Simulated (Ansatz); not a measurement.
## Cubic perovskite CsPbI3 (cubic high-temperature phase)

Method: HSE06 (Ansatz, an electronic-structure program, plane waves, PAW).

Settings: plane-wave cutoff 460 eV, 4×4×4 k mesh, Fermi–Dirac smearing 0.01 eV, scalar-relativistic PAW data made under PBE.

Cell: measured lattice: a = 6.2890 Å, b = 6.2890 Å, c = 6.2890 Å, α = 90.00°, β = 90.00°, γ = 90.00°.

```yaml
band_gap: 1.81 eV (on the SCF k mesh)
"Γ–Γ gap": 5.26 eV
```

Note: held by symmetry at 0 K, a high-temperature phase can be a saddle point; cell and atoms aren't relaxed at this level (pressure 0.6 GPa).

Spin–orbit coupling is not included; with these elements it can move the gap by several tenths of an eV or more.

Static lattice: no zero-point or thermal effects.
